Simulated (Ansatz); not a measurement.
**Ionic part of the dielectric constant of AlN at 22 GPa, mode by mode**

Method: DFT PBEsol, scalar-relativistic, plane waves, PAW in Ansatz. Cutoff 420 eV, 12×12×6 k-points (Γ-centred), fixed occupations. No spin polarisation. Phonons by linear response, acoustic sum rule imposed.

The structure is hexagonal, space group P6_3mc (No. 186). Conventional cell: a = 3.028 Å, b = 3.028 Å, c = 4.805 Å, α = 90.00°, β = 90.00°, γ = 120.00°. Al (site symmetry 3m) has 4 N at 1.83 to 1.85 Å as nearest neighbours. N (site symmetry 3m) is surrounded by 4 Al at 1.83 to 1.85 Å.

The real crystal has changed phase below this pressure.

The primitive cell has V = 38.16 Å³ and ε∞,zz = 4.584. Each polar mode adds Δε = (4.92064×10⁷/V)·S/ν² along z, with S its oscillator strength in e²/amu, ν in cm⁻¹ and V in Å³.

Q: From these modes, find each Δε and ε0,zz.
```
ν (cm⁻¹) S_zz (e²/amu)
   680.8          1.573
```

A:
```json
{"ν (cm⁻¹)": "680.8", "Δε": "4.38"}
```

The sum is 4.378, so ε0,zz = 8.96; the run's tensor has 8.96.

Q: Where do the longitudinal modes lie for a wave vector along z?

A: At 952 cm⁻¹. The Lyddane–Sachs–Teller product Π(ν_LO/ν_TO)² = 1.96 matches ε0/ε∞ = 1.96.

Cost: 1 run of about 1 core-minutes, on Intel Xeon 6975P-C (Granite Rapids) (shared hosts).